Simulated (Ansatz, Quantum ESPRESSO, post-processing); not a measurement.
# Screening and band shifts of honeycomb BAs, 2 layers, AB stacking, part 5 of 6

How does honeycomb BAs, 2 layers, AB stacking respond to a gate-like field without added charge?

Quantum ESPRESSO 7.5; plane-wave DFT, PBEsol, GBRV ultrasoft pseudopotentials; geometry and cross-check by Ansatz 0.2.0 with PAW datasets.

So far. Step 13 (Band structure: field 0.3 V/Å): Upper empty bands that drop with the field can be states of the vacuum, held by the sawtooth; they depend on the cell's width. Step 13 (Band structure: field 0.3 V/Å): Along this path the valence top lies at K and the conduction bottom at K.

### 14. Valence density

The density shows how far the electrons spill into the vacuum.

Input file f0.rho.in:

```
&inputpp
  prefix = 'f0'
  outdir = './out'
  filplot = 'f0.rho.dat'
  plot_num = 0
/
```

The run is started by

```bash
$ OMP_NUM_THREADS=1 mpirun -n 4 pp.x -in f0.rho.in > f0.rho.out
```

Numbers of over 12 decimals in the logs are rounded to 6 here.

Log:

```text
[banner, memory and clock lines left out]
Program POST-PROC v.7.5 starts

          URL

     ./out/f0.save/

     IMPORTANT: XC functional enforced from input :
     Exchange-correlation= PBESOL
                           (   1   4  10   8   0   0   0)
     Any further DFT definition will be discarded
     Please, verify this is what you really want

     negative rho (up, down):  2.177E-04 0.000E+00

     Adding external electric field

     Computed dipole along edir(3) :
        Dipole               -0.0109 Ry au,         -0.0278 Debye
        Dipole field         -0.0001 Ry au,

        Potential amp.        0.0075 Ry
        Total length         36.8270 bohr

     Calling punch_plot, plot_num =   0
     Writing data to file  f0.rho.dat
     Message from routine chdens:
     namelist plot not found or invalid, exiting
```

Run time: 0.99 s. Hardware: 4 MPI ranks of Arm Neoverse V1, shared host; peak memory 0.11 GiB.

Read from the output:

* electrons by integration: 16.00 e

Mean over planes. Table of valence density, planar mean by z:

```csv
z (Å),"valence density, planar mean (e/Å³)"
4,9.5e-6
5,1.9e-4
6,0.00372
7,0.0650
8,0.409
9,0.301
10,0.0403
11,0.169
12,0.488
13,0.147
14,0.00948
15,4.9e-4
16,2.4e-5
```

Valence density in the ca plane at fractional y = 0.333, with atoms of As and B within 0.2 Å of it. It is the smooth field of the valence electrons, not physical close to the nuclei.

Ten steps, logarithmic in the rise over the least value, from '0' (0.0 e/Å³) to '9' (1.4 e/Å³), each cell a mean:
```
00000000000000000135678876433467887532100000
00000000000000001235777776533568887532100000
00000000000000001246769877533567887532000000
00000000000000001246778777533567887532000000
00000000000000000135788876433467887532100000
00000000000000000134677765323467776532100000
00000000000000000124567664323456776532100000
00000000000000000123566654323456776532100000
00000000000000000124577765323467776532100000
```
Columns run along c (16.0 Å, from fractional 0.02 to 0.80 of the cell), rows up along a (3.4 Å). Atoms in or near the plane, at fractional coordinates: As at (0.41, 0.67), B at (0.59, 0.67).

The density integrates to 16.000 electrons, as the 16 of the input ask.

### 15. Valence density

Input file f2.rho.in:

```
&inputpp
  prefix = 'f2'
  outdir = './out'
  filplot = 'f2.rho.dat'
  plot_num = 0
/
```

The run is started by

```bash
$ OMP_NUM_THREADS=1 mpirun -n 4 pp.x -in f2.rho.in > f2.rho.out
```

Wall time 0.93 s (4 MPI ranks); peak memory 0.11 GiB.

### 16. Charge moved by a field of 0.2 V/Å

Numbers from this step:

| Item | Value |
| --- | --- |
| largest charge moved across a plane | 0.001060 e/Å² |
| dipole step | -1.187 eV |

The planar mean by z:

```csv
z (Å),planar mean (e/Å³)
2.5,5.6e-8
3.0,2.0e-7
3.5,7.0e-7
4.0,2.4e-6
4.5,8.0e-6
5.0,2.5e-5
5.5,7.3e-5
6.0,2.0e-4
6.5,4.6e-4
7.0,7.5e-4
7.5,5.9e-4
8.0,-2.5e-5
8.5,-1.7e-7
9.0,-9.2e-5
9.5,-3.2e-4
10.0,-9.7e-5
10.5,2.1e-4
11.0,2.8e-4
11.5,-1.0e-5
12.0,5.2e-5
12.5,-1.6e-4
13.0,-7.6e-4
13.5,-6.6e-4
14.0,-3.4e-4
14.5,-1.3e-4
15.0,-4.5e-5
15.5,-1.4e-5
16.0,-4.2e-6
16.5,-1.2e-6
17.0,-3.1e-7
17.5,-8.2e-8
18.0,-2.1e-8
```

Running integral, electrons below z against z:

```csv
z (Å),"running integral, electrons below z (e/Å²)"
3.0,9.2e-8
3.5,3.2e-7
4.0,1.1e-6
4.5,3.8e-6
5.0,1.2e-5
5.5,3.8e-5
6.0,1.1e-4
6.5,2.8e-4
7.0,6.1e-4
7.5,9.6e-4
8.0,0.00106
8.5,0.00103
9.0,0.00103
9.5,9.0e-4
10.0,7.9e-4
10.5,8.4e-4
11.0,9.9e-4
11.5,0.00104
12.0,0.00104
12.5,0.00104
13.0,7.5e-4
13.5,3.8e-4
14.0,1.5e-4
14.5,5.3e-5
15.0,1.7e-5
15.5,5.0e-6
16.0,1.4e-6
16.5,3.8e-7
17.0,9.8e-8
```

### 17. Polarisability from the dipole between 0 and 0.1 V/A

Numbers from this step:

| Quantity | Value |
| --- | --- |
| change of slope in the vacuum | 0.10000 eV/Å |
| polarisability a cell | 4.650 Å³ |
| sheet polarisability 4πα/A | 5.939 Å |

The change of the potential energy, second field less first by z:

```csv
z (Å),"change of the potential energy, second field less first (eV)"
0.0,-0.359
0.5,-0.668
1.0,-0.618
1.5,-0.568
2.0,-0.518
2.5,-0.468
3.0,-0.418
3.5,-0.368
4.0,-0.318
4.5,-0.269
5.0,-0.219
5.5,-0.170
6.0,-0.122
6.5,-0.0797
7.0,-0.0474
7.5,-0.0313
8.0,-0.0273
8.5,-0.0244
9.0,-0.0213
9.5,-0.0159
10.0,-0.00423
10.5,0.00960
11.0,0.0191
11.5,0.0231
12.0,0.0261
12.5,0.0285
13.0,0.0355
13.5,0.0581
14.0,0.0952
14.5,0.140
15.0,0.189
15.5,0.238
16.0,0.288
16.5,0.338
17.0,0.388
17.5,0.438
18.0,0.488
18.5,0.538
19.0,0.588
19.5,0.638
20.0,0.141
```

### 18. Dipole against field

The dipole along the normal, dipole moment by applied field:

```csv
applied field (V/Å),"dipole along the normal, dipole moment (e·Å)"
0.000,-0.00579
0.100,0.0265
0.200,0.0588
0.300,0.0912
```

### 19. The same in Ansatz: field 0.1 V/Å

A second code with its own PAW datasets, on the same atoms.

Level of this step: plane-wave DFT, PBE, Ansatz PAW (Ansatz 0.2.0).

Input file input.yaml:

```yaml
crystal:
  lattice:
    - [3.3705843692, 0.0, 0.0]
    - [-1.6852921846, 2.9190116893, 0.0]
    - [0.0, 0.0, 20.3]
  atoms:
    - { symbol: As, position: [0.6666666667, 0.3333333333, 0.4118543004] }
    - { symbol: B, position: [0.3333333333, 0.6666666667, 0.4093370963] }
    - { symbol: As, position: [0.0, 0.0, 0.5905981048] }
    - { symbol: B, position: [0.6666666667, 0.3333333333, 0.5882104985] }
kpoints:
  mp_grid: { grid: [12, 12, 1] }
hamiltonian:
  xc: pbe
scf:
  occupations: { method: fermi_dirac, width: 0.054 }
  convergence: { dr2_threshold: 1.0e-09 }
efield:
  axis: 3
  dipole_correction: true
  ramp_position: 0.97
  ramp_width: 0.04
  amplitude: 0.1
output:
  write_potential: true
  write_density: true
  volumetric_format: npy
```

The run is started by

```bash
$ ansatz run input.yaml --threads 4 --pin off --max-ram 8192MiB --backend cpu --events-out ev --progress --plain --runs-dir out
```

Log:

```text
[...]
Crystal: 4 atoms, lattice volume = 199.727 Å³
Basis set: ecut = 420 eV, 3919 PW (Γ)
Bands: 22, of which v1, the nominal top of the filled ones, is band 18 counted from 1 (17 counted from 0)
Symmetry: 6 space group operations
[...]
k-points: 19 of 144 (time reversal used)
[...]
SCF iter   1: F=—  HF=-10023.959481 eV  |F-HF|=—  |Δ(HF+E_count)|=         —  Δρ=4.09e-2  dr2=4.53e0  ethr=3.10e-3  p=0.035 e·Å  D=3.21e-2 V/Å  ΔV_dip=-0.65 eV  dr2_dipole=9.18e-3  V_vac-E_F(+/−)=6.85/5.62 eV  ⟨swp⟩=6.9  Hψ=2110  notcnv=0
[...]
SCF iter  14: F=-10022.654085 eV  HF=-10022.654085 eV  |F-HF|=3.82e-11  |Δ(HF+E_count)|=  8.91e-11  Δρ=9.45e-8  dr2=5.45e-11  ethr=2.78e-12  p=0.026 e·Å  D=2.40e-2 V/Å  ΔV_dip=-0.49 eV  dr2_dipole=1.18e-11  V_vac-E_F(+/−)=5.25/3.86 eV  ⟨swp⟩=2.8  Hψ=1006  notcnv=0
SCF 1 converged in 14 iterations: F = -10022.654085 eV  dr2 = 5.45e-11
[...]
SCF converged after 14 iterations
Free energy (F): -10022.654085 eV
[...]
Internal energy: -10022.653994 eV  (E = F + TS)
E sigma→0 (E₀):  -10022.654039 eV
Entropy (-TS):   -0.000092 eV (-0.023 meV/atom)
Fermi energy:    -0.306567 eV
Dipole field:    D = 0.023957 V/Å  (p = 0.026443 e·Å, saw-weighted, corrected)
Work function:   not extracted (applied field tilts the vacuum); planar V_es + V_field profile in the machine report
[...]
--- Band table (eV; the first three rows and the last of 19) ---
  k-point 0: bands = [... 14 lower, -2.2411, -2.2411, -2.0578, -2.0578, 3.0064, 3.1443, 3.3678, 3.7823]
  k-point 1: bands = [... 14 lower, -2.8817, -2.6882, -2.4570, -2.2676, 3.1326, 3.2730, 3.4941, 3.8866]
  k-point 2: bands = [... 14 lower, -4.0622, -3.4448, -2.9545, -2.7556, 2.9266, 3.2060, 3.5191, 4.1980]
  k-point 18: bands = [... 14 lower, -6.7597, -6.5729, -1.0783, -0.6062, -0.0147, 0.5439, 5.4913, 5.9304]
```

The job ended after 3.8 s (4 threads; peak memory 0.44 GiB; 14 s of CPU time).

Numbers from this step:

* free energy: -10022.6541 eV
* Fermi energy: -0.3066 eV
* gap by band count: 0.5915 eV
* dipole along the normal: 0.02644 e·Å

At 0.1 V/Å Ansatz's dipole is 0.0264 e Å against 0.0265 from pw.x, under another functional.

### 20. Cross-check with Ansatz: field -0.1 V/Å

input.yaml is the input of step 19 with these lines changed:

```diff
@@ -22,3 +22,3 @@
   ramp_width: 0.04
-  amplitude: 0.1
+  amplitude: -0.1
 output:
```

Log:

```text
[...]
Crystal: 4 atoms, lattice volume = 199.727 Å³
Basis set: ecut = 420 eV, 3919 PW (Γ)
Bands: 22, of which v1, the nominal top of the filled ones, is band 18 counted from 1 (17 counted from 0)
Symmetry: 6 space group operations
[...]
k-points: 19 of 144 (time reversal used)
[...]
--- Band table (eV; the first three rows and the last of 19) ---
  k-point 0: bands = [... 14 lower, -2.2228, -2.2228, -2.1370, -2.1370, 3.0113, 3.1093, 3.3464, 3.7433]
  k-point 1: bands = [... 14 lower, -2.8673, -2.7633, -2.4414, -2.3439, 3.1319, 3.2517, 3.4592, 3.8556]
  k-point 2: bands = [... 14 lower, -4.1318, -3.4790, -2.9426, -2.8283, 2.9251, 3.1447, 3.5091, 4.1991]
  k-point 18: bands = [... 14 lower, -6.7359, -6.6572, -1.0764, -0.6958, 0.0145, 0.4839, 5.4754, 5.8218]
[key lines of the parts left out:]
SCF converged after 12 iterations
Free energy (F): -10022.655234 eV
Fermi energy:    -0.332411 eV
Dipole field:    D = -0.034377 V/Å  (p = -0.037944 e·Å, saw-weighted, corrected)
```

It took 3.5 s on 4 threads; peak memory 0.44 GiB; 13 s of CPU time.

Read from the output:

```
free energy             : -10022.6552 eV
Fermi energy            : -0.3324 eV
gap by band count       : 0.7102 eV
dipole along the normal : -0.03794 e·Å
```

### 21. Dipole against field, Ansatz

Table of dipole along the normal, dipole moment by applied field:

```csv
applied field (V/Å),"dipole along the normal, dipole moment (e·Å)"
-0.1000,-0.0379
0.0000,-0.00578
0.1000,0.0264
```

(Continued in part 6 of 6.)

[Logs are printed without paths, hosts, clocks, repeated set-up lines and the standing remarks that a program may print on its own settings, such as how far it seeks lower states.]

[Hosts, paths, dates, database ids (printed as entryN), source tags and the programs' standing remarks are cut or masked in the printed files.]

[Maps of the electrostatic potential energy from Ansatz leave out the sawtooth potential of an applied field or a dipole correction, so their vacuum need not be flat; planar profiles and work functions include it.]
